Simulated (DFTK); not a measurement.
# Ir (Fm-3m) in DFTK: band structure with WC

Aim: the band structure of Ir with WC.

All numbers are computed with DFTK 0.8.2; they aren't measurements. Logs are shortened: lines on timing, memory, paths and dates and some standing lists are left out, and cuts for length are marked.

### Step 1. Starting point

Symmetry: Fm-3m, No. 225, cubic system. Conventional cell: a = 3.831 Å, b = 3.831 Å, c = 3.831 Å, α = 90.00°, β = 90.00°, γ = 90.00°. Around Ir (site symmetry m-3m) lie 12 Ir at 2.71 Å.

### Step 2. Band structure, WC

Input file run.jl:

```julia
using DFTK
using PseudoPotentialData
using Unitful, UnitfulAtomic
using LinearAlgebra, Printf
include("save.jl")
disable_threading()

lines = readlines("Ir.cif")
tag(name) = parse(Float64, split(only(filter(startswith(name), lines)))[2])
a, b, c = tag.(["_cell_length_a", "_cell_length_b", "_cell_length_c"])
α, β, γ = deg2rad.(tag.(["_cell_angle_alpha", "_cell_angle_beta", "_cell_angle_gamma"]))
cx, cy  = cos(β), (cos(α) - cos(β) * cos(γ)) / sin(γ)
lattice = austrip(1u"Å") * [a b*cos(γ) c*cx; 0 b*sin(γ) c*cy; 0 0 c*sqrt(1 - cx^2 - cy^2)]
sites     = split.(lines[findlast(startswith("_atom_site_"), lines)+1:end])
symbols   = [Symbol(s[2]) for s in sites]
positions = [parse.(Float64, s[5:7]) for s in sites]
pseudopotentials = PseudoFamily("cp2k.nc.sr.pbe.v0_1.largecore.gth")
elements = Dict(s => ElementPsp(s, pseudopotentials) for s in unique(symbols))
atoms    = [elements[s] for s in symbols]

build_model(lattice, positions; symmetries=true) =
    model_DFT(lattice, atoms, positions;
              functionals=[:gga_x_wc, :gga_c_pbe],
              temperature=austrip(0.05u"eV"),
              smearing=Smearing.FermiDirac(),
              symmetries)
Ecut  = 38.0  # hartree
kgrid = [12, 12, 12]
tol   = 1e-6
to_GPa = ustrip(uconvert(u"GPa", 1u"hartree/bohr^3"))

model = build_model(lattice, positions)
basis = PlaneWaveBasis(model; Ecut, kgrid)
display(basis)
scfres = self_consistent_field(basis;
                               tol,
                               nbandsalg=AdaptiveBands(model; n_bands_converge=9))
display(scfres.energies)
@printf "Fermi level: %.6f eV\n" ustrip(auconvert(u"eV", something(scfres.εF, NaN)))
forces = compute_forces_cart(scfres)
println("Forces (eV/Å)")
for (s, f) in zip(symbols, forces)
    @printf "%-3s %12.6f %12.6f %12.6f\n" s ustrip.(auconvert.(u"eV/Å", f))...
end
stress = compute_stresses_cart(scfres)
println("Stress (GPa)")
display(round.(stress * to_GPa; digits=4))
println("Levels at the first k-point (eV): ", round.(ustrip.(auconvert.(u"eV", scfres.eigenvalues[1][1:scfres.n_bands_converge])); digits=4))
save_scf!(scfres; forces, stress)

points = Dict("G" => [0.0, 0.0, 0.0], "K" => [0.375, 0.375, 0.75], "L" => [0.5, 0.5, 0.5], "U" => [0.625, 0.25, 0.625], "W" => [0.5, 0.25, 0.75], "X" => [0.5, 0.0, 0.5])
segments = [("G", "X", 7), ("X", "W", 4), ("W", "K", 3), ("K", "G", 7), ("G", "L", 6), ("L", "U", 4), ("U", "W", 3), ("W", "L", 5), ("L", "K", 4), ("U", "X", 3)]
kcoords = vcat([[points[a] + t * (points[b] - points[a]) for t in range(0, 1, n)] for (a, b, n) in segments]...)
bands = compute_bands(scfres, ExplicitKpoints(kcoords); n_bands=11, tol=1e-5)
for (k, ε) in zip(bands.basis.kpoints, bands.eigenvalues)
    @printf "%d %8.4f %8.4f %8.4f " k.spin k.coordinate...
    println(join([@sprintf("%9.4f", e) for e in ustrip.(auconvert.(u"eV", ε .- scfres.εF))]))
end
results["band_energies"] = rows(bands.eigenvalues); results["band_kpoints"] = rows(kcoords)
```

Input file Ir.cif:

```cif
data_Ir
_cell_length_a 2.70906750
_cell_length_b 2.70906750
_cell_length_c 2.70906750
_cell_angle_alpha 60.00000000
_cell_angle_beta 60.00000000
_cell_angle_gamma 60.00000000
_space_group_name_H-M_alt 'P1'
_space_group_name_Hall 'P 1'
_space_group_IT_number 1
loop_
_space_group_symop_operation_xyz
'x,y,z'
loop_
_atom_site_label
_atom_site_type_symbol
_atom_site_symmetry_multiplicity
_atom_site_Wyckoff_symbol
_atom_site_fract_x
_atom_site_fract_y
_atom_site_fract_z
_atom_site_occupancy
Ir1 Ir 1 a 0.0000000000 0.0000000000 0.0000000000 1
```

Potentials or basis: cp2k.nc.sr.pbe.v0_1.largecore.gth (PBE, GTH, large core).

Run with:

```console
> julia --threads=1 run.jl  # save.jl only writes the numbers to a file and isn't shown; printed stress counts tension as positive; times include loading and compiling
```

Output:

```text
PlaneWaveBasis discretization:

    Ecut                 : 38.0 Ha
    fft_size             : (32, 32, 32), 32768 total points
    kgrid                : MonkhorstPack([12, 12, 12])
    num.   red. kpoints  : 1728
    num. irred. kpoints  : 72

    Discretized Model(gga_x_wc+gga_c_pbe, 3D):
        lattice (in Bohr)    : [5.1194    , 2.5597    , 2.5597    ]
                               [0         , 4.43353   , 1.47784   ]
                               [0         , 0         , 4.17997   ]
        unit cell volume     : 94.873 Bohr³

        atoms                : Ir
        pseudopot. family    : PseudoFamily("cp2k.nc.sr.pbe.v0_1.largecore.gth")

        num. electrons       : 9
        spin polarization    : none
        temperature          : 0.0018375 Ha
        smearing             : DFTK.Smearing.FermiDirac()

        terms                : Kinetic()
                               AtomicLocal()
                               AtomicNonlocal()
                               Ewald(nothing)
                               PspCorrection()
                               Hartree()
                               Xc(gga_x_wc, gga_c_pbe)
                               Entropy()
n     Energy            log10(ΔE)   log10(Δρ)   Diag   Δtime
---   ---------------   ---------   ---------   ----   ------
  1   -20.10548437097                   -0.28    4.8    2.61s
  2   -20.19126184799       -1.07       -0.60    1.8    2.05s
  3   -20.21534924314       -1.62       -1.15    3.1    1.35s
  4   -20.21617873831       -3.08       -1.63    1.3    1.62s
  5   -20.21635587239       -3.75       -2.15    1.2    1.51s
  6   -20.21636931296       -4.87       -2.90    1.4    815ms
  7   -20.21637029070       -6.01       -3.97    2.5    1.93s
  8   -20.21637030300       -7.91       -4.48    2.9    1.20s
  9   -20.21637030313       -9.86       -5.19    1.7    1.68s
 10   -20.21637030316      -10.66       -5.73    2.1    1.77s
 11   -20.21637030316      -11.96       -6.64    1.8    908ms
Energy breakdown (in Ha):
    Kinetic             15.4132946
    AtomicLocal         0.3824723
    AtomicNonlocal      -15.4065171
    Ewald               -25.6476517
    PspCorrection       7.9420950
    Hartree             0.9270600
    Xc                  -3.8269466
    Entropy             -0.0001767

    total               -20.216370303157
Fermi level: -4.010333 eV
Forces (eV/Å)
Ir     -0.000000     0.000000     0.000000
Stress (GPa)
3×3 StaticArraysCore.SMatrix{3, 3, Float64, 9} with indices SOneTo(3)×SOneTo(3):
 -25.8701   -0.0      -0.0
   0.0     -25.8701   -0.0
  -0.0       0.0     -25.8701
Levels at the first k-point (eV): [-15.4383, -7.9951, -7.9951, -7.9951, -5.3399, -5.3399, 12.5404, 17.7351, 17.7351]
1   0.0000   0.0000   0.0000  -11.4280  -3.9848  -3.9848  -3.9848  -1.3295  -1.3295  16.5508  21.7454  21.7454  21.7454  25.2779
1   0.0833   0.0000   0.0833  -11.0218  -4.2875  -3.7463  -3.7463  -1.6833  -1.2023  17.2726  20.4111  21.7325  21.7325  27.8186
1   0.1667   0.0000   0.1667   -9.8895  -5.0432  -3.0428  -3.0428  -2.5330  -0.8450  19.2330  19.3883  21.0579  21.0579  27.4182
1   0.2500   0.0000   0.2500   -8.4417  -5.9467  -3.1792  -1.9205  -1.9205  -0.3314  18.7901  18.7901  19.4001  21.9406  22.4856
1   0.3333   0.0000   0.3333   -7.7475  -6.7413  -2.3265  -0.5013  -0.5013   0.2159  15.7796  15.7796  17.1329  20.6085  24.7458
1   0.4167   0.0000   0.4167   -7.9418  -7.2702   0.0141   0.6413   0.8943   0.8943  12.8368  13.2212  13.2212  21.6492  26.8724
[... 38 lines left out ...]
1   0.5625   0.1250   0.5625   -7.7778  -7.1265  -1.0166   0.2088   1.3186   4.5488   9.0947  12.3209  13.2801  23.0491  27.7036
1   0.5000   0.0000   0.5000   -8.1015  -7.4544   0.8030   1.5458   1.5503   1.5503  10.7131  12.1524  12.1524  22.1753  27.6599
```

Run time: 39 s. Hardware: 1 thread of Intel Xeon 6975P-C (Granite Rapids), shared host; peak memory 1.6 GiB.

Results:

```
Free energy            : -550.1155 eV
Pressure               : 25.9 GPa
Band gap on the k mesh : none (metal or under the smearing width)
```

Levels at the corners of the path, in eV from the Fermi level:
```csv
point,band 2,band 3,band 4,band 5,band 6,band 7
Γ,-3.98,-3.98,-3.98,-1.33,-1.33,16.55
X,-7.45,0.80,1.55,1.55,1.55,10.71
W,-5.01,-5.01,-1.88,1.56,8.49,9.27
K,-6.17,-3.03,-0.99,0.67,6.61,7.86
Γ,-3.98,-3.98,-3.98,-1.33,-1.33,16.55
L,-4.14,-4.14,-1.02,0.90,0.90,7.48
U,-6.17,-3.03,-0.99,0.67,6.61,7.86
W,-5.01,-5.01,-1.88,1.56,8.49,9.27
L,-4.14,-4.14,-1.02,0.90,0.90,7.48
K,-6.17,-3.03,-0.99,0.67,6.61,7.86
U,-6.17,-3.03,-0.99,0.67,6.61,7.86
X,-7.45,0.80,1.55,1.55,1.55,10.71
```

Caveat: GTH potentials come without recommended cutoffs, and this one wasn't checked for convergence; so large a pressure means that the cell lies far from this level's equilibrium, or that cutoff or potentials fall short; the potentials were made for another functional, which shifts forces and pressure; spin-orbit coupling is left out, which moves the levels of the heavy elements; this set keeps more shells in the core, which shifts pressures and gaps.
